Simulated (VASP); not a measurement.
# HfB2 (P6/mmm) in VASP: a series of runs, part 2 of 2

VASP 6.6.1. Earlier steps stand in the parts before.

### 3 Single point, PBEsol

Contents of INCAR:

```
SYSTEM = HfB2
  PREC = Accurate
  ENCUT = 400
  EDIFF = 1E-7
  ISMEAR = 1
  SIGMA = 0.15
  LREAL = .FALSE.
  LASPH = .TRUE.
  NELM = 100
  ALGO = Normal
  ISIF = 2
  LWAVE = .FALSE.
  LCHARG = .FALSE.
  GGA = PS
  NBANDS = 12
  ADDGRID = .FALSE.
```

Contents of KPOINTS:

```
Automatic mesh
0
G
  13 13 10
  0 0 0
```

Contents of POSCAR:

```
HfB2
1.0
    3.1400000000      0.0000000000      0.0000000000
   -1.5700000000      2.7193197679      0.0000000000
    0.0000000000      0.0000000000      3.4800000000
Hf B
1 2
Direct
   -0.0142630000      0.0046330000     -0.0059370000
    0.6696320000      0.3380360000      0.4871880000
    0.3055440000      0.6904850000      0.5067950000
```

Potentials or basis: VASP PAW PBE potentials, release 64 (Hf, B).

The run is started by

```console
$ cat potpaw_PBE.64/Hf/POTCAR potpaw_PBE.64/B/POTCAR > POTCAR
$ mpirun -np 1 vasp_std > vasp.out
```

OUTCAR:

```text
SYSTEM = HfB2
   PREC = Accurate
   ENCUT = 400
   EDIFF = 1E-7
   ISMEAR = 1
   LREAL = .FALSE.
   LASPH = .TRUE.
   NELM = 100
   ISIF = 2
   GGA = PS

 Found    846 irreducible k-points:

 Following reciprocal coordinates:
            Coordinates               Weight
  0.000000  0.000000  0.000000      1.000000
  0.076923  0.000000  0.000000      2.000000
  0.000000  0.076923  0.000000      2.000000
 -0.076923  0.076923  0.000000      2.000000
  0.153846  0.000000  0.000000      2.000000
  0.000000  0.153846  0.000000      2.000000
   k-points           NKPTS =    846   k-points in BZ     NKDIM =    846   number of bands    NBANDS=     12
   number of dos      NEDOS =    301   number of ions     NIONS =      3
   total plane-waves  NPLWV =   9600
   dimension x,y,z NGX =    20 NGY =   20 NGZ =   24
   dimension x,y,z NGXF=    40 NGYF=   40 NGZF=   48
   ions per type =               1   2
   NGX,Y,Z   is equivalent  to a cutoff of  10.59, 10.59, 11.47 a.u.
   NGXF,Y,Z  is equivalent  to a cutoff of  21.18, 21.18, 22.93 a.u.
 SYSTEM =  HfB2
   PREC   = accura    normal or accurate (medium, high low for compatibility)
   ISTART =      0    job   : 0-new  1-cont  2-samecut
   ICHARG =      2    charge: 1-file 2-atom 10-const
   ISPIN  =      1    spin polarized calculation?
   LNONCOLLINEAR =      F non collinear calculations
   LSORBIT =      F    spin-orbit coupling
   LASPH  =      T    aspherical Exc in radial PAW
   ENCUT  =  400.0 eV  29.40 Ry    5.42 a.u.   5.12  5.12  5.67*2*pi/ulx,y,z
   NELM   =    100;   NELMIN=  2; NELMDL= -5     # of ELM steps
   EDIFF  = 0.1E-06   stopping-criterion for ELM
   LREAL  =      F    real-space projection
   EDIFFG = 0.1E-05   stopping-criterion for IOM
   NSW    =      0    number of steps for IOM
   IBRION =     -1    ionic relax: 0-MD 1-quasi-New 2-CG
   NFREE  =      0    steps in history (QN), initial steepest desc. (CG)
   ISIF   =      2    stress and relaxation
   ISYM   =      2    0-nonsym 1-usesym 2-fastsym
   POTIM  = 0.5000    time-step for ionic-motion
   TEBEG  =    0.0;   TEEND  =   0.0 temperature during run
   PSTRESS=    0.0 pullay stress
   NELECT =      10.0000    total number of electrons
   NUPDOWN=      -1.0000    fix difference up-down
   EMIN   =  10.00;   EMAX   =-10.00  energy-range for DOS
   EFERMI =   0.00;   METHOD = LEGACY
   ISMEAR =     1;   SIGMA  =   0.15  broadening in eV -4-tet -1-fermi 0-gaus
   EFERMI_NEDOS =   21; number of points for ismear=-14 and -15
   IALGO  =     38    algorithm
   IMIX   =      4    mixing-type and parameters
     AMIX     =   0.40;   BMIX     =  1.00
     AMIX_MAG =   1.60;   BMIX_MAG =  1.00
  volume/ion in A,a.u.               =       9.90        66.84
  Fermi-wavevector in a.u.,A,eV,Ry     =   1.138724  2.151876 17.642568  1.296692
  Thomas-Fermi vector in A             =   2.275428
   LORBIT       =      0    0 simple, 1 ext, 2 COOP (PROOUT), +10 PAW based schemes
   GGA     = PS    functional components
   LHFCALC =     F    Hartree Fock is set to
   AEXX    =    0.0000 exact exchange contribution
   IVDW    =     0    specifies the selected vdW correction
   LEPSILON=     F    determine dielectric tensor
   LRPA    =     F    only Hartree local field effects (RPA)
 non-spin polarized calculation
 Methfessel and Paxton  Order N= 1 SIGMA  =   0.15
  energy-cutoff  :      400.00
  volume of cell :       29.71
 maximum number of plane-waves:       563
   NGX = 11   NGY = 11   NGZ = 11

 number of electron      10.0000000 magnetization

 Free energy of the ion-electron system (eV)
  ---------------------------------------------------
  ext. energy  EPLUGINS =         0.00000000
  ---------------------------------------------------
  free energy    TOTEN  =       -27.79760944 eV

  energy without entropy =      -27.79768625  energy(sigma->0) =      -27.79763504

 E-fermi :   7.8642     XC(G=0): -12.4522

 val. band max:        7.8554513783   @ k =  -0.0769   0.0769   0.4000
 cond. band min:       7.8645643020   @ k =   0.4615   0.3846   0.0000
 fundamental gap:      0.0091129237
 Fermi energy:         7.8642229100

 k-point     1 :       0.0000    0.0000    0.0000
  band No.  band energies     occupation
      1      -5.9019      2.00000
      2       4.3755      2.00000
      3       4.7259      2.00000
      4       5.0472      2.00000
      5       5.5469      2.00000
      6      11.5575      0.00000
      7      11.7189      0.00000
      8      11.9396      0.00000
      9      12.1304      0.00000
     10      12.8346      0.00000
     11      13.1117      0.00000
     12      13.9721      0.00000

 k-point     2 :       0.0769    0.0000    0.0000
  band No.  band energies     occupation
      1      -5.7815      2.00000
      2       4.0997      2.00000
      3       4.8315      2.00000
      4       4.9682      2.00000
      5       5.4832      2.00000
      6      11.0253      0.00000
      7      11.6084      0.00000
      8      11.9577      0.00000
      9      12.0438      0.00000
     10      13.0242      0.00000
     11      13.5870      0.00000
     12      14.4145      0.00000

 k-point     3 :       0.0000    0.0769    0.0000
  band No.  band energies     occupation
      1      -5.7808      2.00000
      2       4.1286      2.00000
      3       4.8209      2.00000
      4       4.9600      2.00000
      5       5.4567      2.00000
      6      10.9929      0.00000
      7      11.6210      0.00000
      8      12.0162      0.00000
      9      12.1189      0.00000
     10      12.9284      0.00000
     11      13.5035      0.00000
     12      14.5412      0.00000

 k-point     4 :      -0.0769    0.0769    0.0000
  band No.  band energies     occupation
      1      -5.7770      2.00000
      2       4.3743      2.00000
      3       4.8125      2.00000
      4       4.9264      2.00000
      5       5.1377      2.00000
      6      11.0869      0.00000
      7      11.8385      0.00000
      8      11.8973      0.00000
      9      11.9457      0.00000
     10      12.9389      0.00000
     11      13.7718      0.00000
     12      14.5841      0.00000

 k-point     5 :       0.1538    0.0000    0.0000
  band No.  band energies     occupation
      1      -5.4294      2.00000
      2       3.3424      2.00000
      3       4.6953      2.00000
      4       5.1350      2.00000
      5       5.4017      2.00000
      6      10.3293     -0.00000
      7      11.3501      0.00000
      8      11.4642      0.00000
      9      12.0303      0.00000
     10      13.5330      0.00000
     11      14.7082      0.00000
     12      15.0507      0.00000

 k-point     6 :       0.0000    0.1538    0.0000
  band No.  band energies     occupation
      1      -5.4263      2.00000
      2       3.3906      2.00000
      3       4.6713      2.00000
      4       5.0979      2.00000
      5       5.3643      2.00000
      6      10.2728     -0.00000
      7      11.3870      0.00000
      8      11.5626      0.00000
      9      12.0989      0.00000
     10      13.4414      0.00000
     11      14.7147      0.00000
     12      14.9865      0.00000

 [... further k-points ...]

------------------------ aborting loop because EDIFF is reached ----------------------------------------

  FORCE on cell =-STRESS in cart. coord.  units (eV):
  Direction    XX          YY          ZZ          XY          YZ          ZX
  --------------------------------------------------------------------------------------
  -------------------------------------------------------------------------------------
  Total       -0.0745138     -0.4529422     -0.8424801     -0.2487384      0.0547781     -0.0916017
  in kB       -4.0177041    -24.4221679    -45.4256400    -13.4117150      2.9535761     -4.9390657
  external PRESSURE =     -24.6218373 kB  Pullay stress =       0.0000000 kB

 VOLUME and BASIS-vectors are now :
 -----------------------------------------------------------------------------
  energy-cutoff  :      400.00
  volume of cell :       29.71
      direct lattice vectors                 reciprocal lattice vectors
     3.140000000  0.000000000  0.000000000     0.318471338  0.183869512  0.000000000
    -1.570000000  2.719319768  0.000000000     0.000000000  0.367739025  0.000000000
     0.000000000  0.000000000  3.480000000     0.000000000  0.000000000  0.287356322

 POSITION                                       TOTAL-FORCE (eV/Angst)
 -----------------------------------------------------------------------------------
      3.08794      0.01260      3.45934        -0.167586      0.366460      0.166618
      1.57193      0.91923      1.69541        -1.384520      0.297080      0.300634
     -0.12465      1.87765      1.76365         1.552106     -0.663541     -0.467252
 -----------------------------------------------------------------------------------
    total drift:                               -0.000006     -0.000004     -0.000026

  FREE ENERGIE OF THE ION-ELECTRON SYSTEM (eV)
  ---------------------------------------------------
  free  energy   TOTEN  =       -27.7976094421 eV

  energy  without entropy=      -27.7976862457  energy(sigma->0) =      -27.79763504
```

Run time: 72 s. Hardware: 1 thread of Intel Xeon Platinum 8559C (Emerald Rapids), shared host; peak memory 0.33 GiB.

These settings aren't checked as converged: the numbers below hold their error.

What came out:

- Free energy: -27.7976 eV
- Pressure: -2.5 GPa
- Largest force: 1.751 eV/Å
- Band gap on the k mesh: none (metal or under the smearing width)

Caveat: the PAW data sets were made with another functional, which shifts forces and pressure a little.

### 4 Single point, PBEsol

INCAR, as its differences from that of step 3:

```diff
@@ -2,3 +2,3 @@
   PREC = Accurate
-  ENCUT = 400
+  ENCUT = 650
   EDIFF = 1E-7
```

Contents of KPOINTS:

```
Automatic mesh
0
G
  11 11 8
  0 0 0
```

Contents of POSCAR:

```
HfB2
1.0
    3.1400000000      0.0000000000      0.0000000000
   -1.5700000000      2.7193197679      0.0000000000
    0.0000000000      0.0000000000      3.4800000000
Hf B
1 2
Direct
    0.0000000000      0.0000000000      0.0000000000
    0.6666666667      0.3333333333      0.5000000000
    0.3333333333      0.6666666667      0.5000000000
```

The run is started by

```console
$ cat potpaw_PBE.64/Hf/POTCAR potpaw_PBE.64/B/POTCAR > POTCAR
$ mpirun -np 1 vasp_std > vasp.out
```

Run time: 18 s. Hardware: 1 thread of Intel Xeon Platinum 8559C (Emerald Rapids), shared host; peak memory 0.19 GiB.

These settings aren't checked as converged: the numbers below hold their error.

Results:

```yaml
Free_energy: -27.9345 eV
Pressure: -4.2 GPa
Band_gap_on_the_k_mesh: none (metal or under the smearing width)
```

Caveat: the PAW data sets were made with another functional, which shifts forces and pressure a little.

### 5 For comparison

An earlier run on the cell as given: functional PBEsol; potentials or basis VASP PAW PBE potentials, release 64 (Hf_pv, B); cutoff 520 eV; k mesh 10 × 10 × 8; occupations fermi-dirac, width 0.05 eV; no spin polarisation.

- Pressure: -4.4 GPa
- Band gap on the k mesh: none (metal or under the smearing width)
